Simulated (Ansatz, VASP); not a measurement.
**Two plane-wave programs on P**

INCAR

```
SYSTEM = P
ALGO = Normal
EDIFF = 1E-6
ENCUT = 520
GGA = PE
ISIF = 2
ISMEAR = -1
LASPH = .TRUE.
LCHARG = .FALSE.
LREAL = .FALSE.
LWAVE = .FALSE.
NBANDS = 8
NELM = 100
PREC = Accurate
SIGMA = 0.1
```

Contents of KPOINTS:

```
k-points
0
G
  21 21 21
  0 0 0
```

File POSCAR:

```
P
1.0
    0.0000000000      1.5220171003      1.5220171003
    1.5220171003      0.0000000000      1.5220171003
    1.5220171003      1.5220171003      0.0000000000
P
1
Direct
    0.0000000000      0.0000000000      0.0000000000
```

Input for Ansatz:

```yaml
crystal:
  lattice:
    - [0.0, 1.5220171003, 1.5220171003]
    - [1.5220171003, 0.0, 1.5220171003]
    - [1.5220171003, 1.5220171003, 0.0]
  atoms:
    - { symbol: P, position: [0.0, 0.0, 0.0] }
kpoints:
  mp_grid: { grid: [21, 21, 21] }
scf:
  occupations: { method: fermi_dirac, width: 0.1 }
hamiltonian:
  xc: pbe
  pseudopotentials: { kind: paw }
output:
  forces: true
  stress: true
  eigenvalues: true
```

Change from the starting cell: volume scaled by 0.485, to set the pressure.

Alike in both runs: task single point; functional PBE; k mesh 21 × 21 × 21; occupations fermi-dirac, width 0.1 eV; no spin polarisation.

```csv
,VASP,Ansatz
version,VASP 6.6.1,Ansatz 0.2.0
potentials or method,"VASP PAW PBE potentials, release 64 (P)","PAW with Ansatz's default frozen-core files, scalar-relativistic"
plane-wave cutoff (eV),520,420
valence electrons in the cell,5,5
```

```csv
,VASP,Ansatz,Ansatz less VASP
pressure (GPa),268.9,273.1,+4.14
```

Caveats: the cell as given lies far from equilibrium; so large a pressure means that the cell lies far from this level's equilibrium, or that cutoff or potentials fall short (VASP).
